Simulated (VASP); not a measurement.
# InAs in VASP 6.6.1, single-point calculation

INCAR

```
LCHARG = .FALSE.
NBANDS = 16
ENCUT = 520
NELM = 61
ISIF = 2
LWAVE = .FALSE.
ISYM = -1
LREAL = .FALSE.
PREC = Accurate
ISMEAR = 1
LASPH = .TRUE.
SIGMA = 0.2
EDIFF = 1E-7
IBRION = -1
GGA = PE
NSW = 0
```

KPOINTS

```
KPOINTS created by Atomic Simulation Environment
0
Gamma
2 2 2
0 0 0
```

POSCAR

```
In As
 1.0000000000000000
     0.0000000000000000    2.9629527589000002    3.1499033599000001
     2.9629527589000002    0.0000000000000000    3.1499033599000001
     2.9629527589000002    2.9629527589000002    0.0000000000000000
 In  As
   1   1
Cartesian
  0.0000000000000000  0.0000000000000000  0.0000000000000000
  1.4814763794500001  1.4814763794500001  1.5749516799500005
```

The recommended PBE PAW datasets give the neutral cell 18 valence electrons.

Command

```
mpirun -np 1 vasp_std
```

OSZICAR

```
N       E                     dE             d eps       ncg     rms          rms(c)
DAV:   1     0.114813172182E+03    0.11481E+03   -0.81762E+03   264   0.120E+03
DAV:   2     0.137639926445E+01   -0.11344E+03   -0.10834E+03   288   0.294E+02
DAV:   3    -0.599911895350E+01   -0.73755E+01   -0.73370E+01   336   0.749E+01
DAV:   4    -0.620321446719E+01   -0.20410E+00   -0.20350E+00   360   0.133E+01
DAV:   5    -0.621101560909E+01   -0.78011E-02   -0.78008E-02   328   0.233E+00    0.505E+00
DAV:   6    -0.576345275478E+01    0.44756E+00   -0.68891E-01   424   0.122E+01    0.286E+00
DAV:   7    -0.572424951819E+01    0.39203E-01   -0.19136E-01   344   0.291E+00    0.986E-01
DAV:   8    -0.573042405620E+01   -0.61745E-02   -0.19063E-02   288   0.121E+00    0.259E-01
DAV:   9    -0.573282270380E+01   -0.23986E-02   -0.19966E-03   320   0.284E-01    0.112E-01
DAV:  10    -0.573325381173E+01   -0.43111E-03   -0.37197E-04   280   0.221E-01    0.490E-02
DAV:  11    -0.573337125458E+01   -0.11744E-03   -0.17008E-04   320   0.745E-02    0.145E-02
DAV:  12    -0.573337192059E+01   -0.66602E-06   -0.38868E-06   344   0.222E-02    0.555E-03
DAV:  13    -0.573337198111E+01   -0.60513E-07   -0.60006E-07   360   0.549E-03
   1 F= -.57333720E+01 E0= -.57300167E+01  d E =-.100658E-01
```

Standard output (part)

```
POSCAR found type information on POSCAR InAs
 POSCAR found :  2 types and       2 ions
 LDA part: xc-table for (Slater+PW92), standard interpolation
 POSCAR, INCAR and KPOINTS ok, starting setup
 WAVECAR not read
 entering main loop
```

From OUTCAR

```
k-points           NKPTS =      8   k-points in BZ     NKDIM =      8   number of bands    NBANDS=     16

   NELECT =      18.0000    total number of electrons

   dimension x,y,z NGX =    32 NGY =   32 NGZ =   32
   dimension x,y,z NGXF=    64 NGYF=   64 NGZF=   64

  energy-cutoff  :      520.00
  volume of cell :       55.31
      direct lattice vectors                 reciprocal lattice vectors
     0.000000000  2.962952759  3.149903360    -0.168750581  0.168750581  0.158735029
     2.962952759  0.000000000  3.149903360     0.168750581 -0.168750581  0.158735029
     2.962952759  2.962952759  0.000000000     0.168750581  0.168750581 -0.158735029

 k-points in reciprocal lattice and weights: KPOINTS created by Atomic Simulation Env
   0.00000000  0.00000000  0.00000000       0.125
   0.50000000  0.00000000  0.00000000       0.125
   0.00000000  0.50000000  0.00000000       0.125
   0.50000000  0.50000000  0.00000000       0.125
   0.00000000  0.00000000  0.50000000       0.125
   0.50000000  0.00000000  0.50000000       0.125
   0.00000000  0.50000000  0.50000000       0.125
   0.50000000  0.50000000  0.50000000       0.125

 E-fermi :   4.8758

 k-point     1 :       0.0000    0.0000    0.0000
  band No.  band energies     occupation
      1      -9.8478      2.00000
      2      -9.8321      2.00000
      3      -9.8321      2.00000
      4      -9.7273      2.00000
      5      -9.7242      2.00000
      6      -7.0581      2.00000
      7       4.4912      2.02036
      8       4.5951      2.06330
      9       4.8807      0.95819
     10       4.8807      0.95818
     11       8.4827     -0.00000
     12       8.4827     -0.00000
     13       8.5946     -0.00000
     14      12.2178      0.00000
     15      13.7179      0.00000
     16      14.3174      0.00000

 k-point     2 :       0.5000    0.0000    0.0000
  band No.  band energies     occupation
      1      -9.9438      2.00000
      2      -9.8126      2.00000
      3      -9.8031      2.00000
      4      -9.7243      2.00000
      5      -9.7073      2.00000
      6      -5.5621      2.00000
      7      -1.0962      2.00000
      8       3.5647      2.00000
      9       3.9709      2.00000
     10       5.5813     -0.00001
     11       9.1611      0.00000
     12       9.4825      0.00000
     13      11.5455      0.00000
     14      13.7889      0.00000
     15      15.2000      0.00000
     16      15.5290      0.00000

 k-point     3 :       0.0000    0.5000    0.0000
  band No.  band energies     occupation
      1      -9.9438      2.00000
      2      -9.8126      2.00000
      3      -9.8031      2.00000
      4      -9.7243      2.00000
      5      -9.7073      2.00000
      6      -5.5621      2.00000
      7      -1.0962      2.00000
      8       3.5647      2.00000
      9       3.9709      2.00000
     10       5.5813     -0.00001
     11       9.1611      0.00000
     12       9.4825      0.00000
     13      11.5455      0.00000
     14      13.7889      0.00000
     15      15.2000      0.00000
     16      15.5290      0.00000

 ...

  Total        3.9252453      3.9252388      4.0331984     -0.0000012      0.0000097      0.0000007
  in kB      113.7105357    113.7103467    116.8378331     -0.0000339      0.0002796      0.0000213
  external PRESSURE =     114.7529052 kB  Pullay stress =       0.0000000 kB

 POSITION                                       TOTAL-FORCE (eV/Angst)
 -----------------------------------------------------------------------------------
      0.00000      0.00000      0.00000        -0.000003     -0.000007     -0.000008
      1.48148      1.48148      1.57495         0.000003      0.000007      0.000008
 -----------------------------------------------------------------------------------
    total drift:                               -0.000007      0.000001     -0.000006

  FREE ENERGIE OF THE ION-ELECTRON SYSTEM (eV)
  ---------------------------------------------------
  free  energy   TOTEN  =        -5.7333719811 eV

  energy  without entropy=       -5.7233061741  energy(sigma->0) =       -5.73001671
```

It converged. Results: gap between bands v and c on the k mesh 0.00 eV; least direct gap on the k mesh 0.00 eV; pressure 11.5 GPa. Band v is the last that the valence electrons fill when counted band by band, and c is the next.

These settings aren't sound, so the numbers aren't properties of the crystal.

On sound settings PBE gives a gap of 0.00 eV on its mesh and a pressure of 3.9 GPa for the intended cell.

The run took about 10 s on one core of a shared host (Intel Xeon Platinum 8488C) and held 0.17 GiB at most.
